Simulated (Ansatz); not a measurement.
**Structures of CdSe: which is lowest?**

Plane-wave DFT in Ansatz with scalar-relativistic PAW potentials, cutoff 420 eV, Γ-centred meshes chosen by cell and gap, Gaussian smearing with energies taken to zero width. Every cell was relaxed (cell and atoms) in a run of its own, within the symmetry of its start. Functional: PBEsol.

Relaxed structures (starts from databases or built by putting these elements on another compound's sites):
A. F-43m, 2 atoms in the computed cell, a = 6.083 Å; sites (symmetry × multiplicity) Cd -43m × 4, Se -43m × 4; start: database
B. Fm-3m, 2 atoms in the computed cell, a = 5.629 Å; sites (symmetry × multiplicity) Cd m-3m × 4, Se m-3m × 4; start: built

**Question.** Rank them by energy. Could pressure change the order?

**Answer.**
```csv
structure,group,E − E(lowest) (meV/atom),V (Å³/atom),gap on mesh (eV)
A,F-43m,0.0,28.13,0.48
B,Fm-3m,92,22.30,0.00
```

A is lowest, 92 meV/atom under B. B is denser by 5.83 Å³/atom, so pressure favours it: ΔE/ΔV, with ΔE in eV and 1 eV/Å³ = 160.2 GPa, gives about 2.5 GPa for equal enthalpy if both cells were rigid, a rough figure since the two compress differently. Other structures may lie lower than all of these, and vibrations aren't counted.